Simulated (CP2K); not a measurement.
# Pt in CP2K: the effect of dispersion

The system is Pt.

```xyz
1
Lattice="2.7731 0.0000 0.0000 1.3866 2.4016 0.0000 1.3866 0.8005 2.2643" Properties=species:S:1:pos:R:3 pbc="T T T"
Pt    0.0000    0.0000    0.0000
```

Alike in all runs:

```yaml
Program: CP2K 2026.2
Task: single point
Functional: r2SCAN
Potentials_or_basis: POTENTIAL_UZH Pt GTH-SCAN-q18; TZVP-MOLOPT-SCAN-GTH basis
Density_cutoff: 9184 eV
k_mesh: 12 × 12 × 12
Occupations: fermi-dirac, width 0.05 eV
Spin: no spin polarisation
```

```csv
dispersion,pressure (GPa)
none,?
D3(BJ),3.9
D4,5.6
rVV10,5.4
D3(BJ)+ATM,5.5
```

**Question.** What does the run with dispersion none give?

**Answer.** Pressure 7.8 GPa.

Caveats: the basis of atomic orbitals isn't converged, which shifts pressures, moduli and gaps; pairwise dispersion overbinds metals, which lowers pressure and volume (some runs).
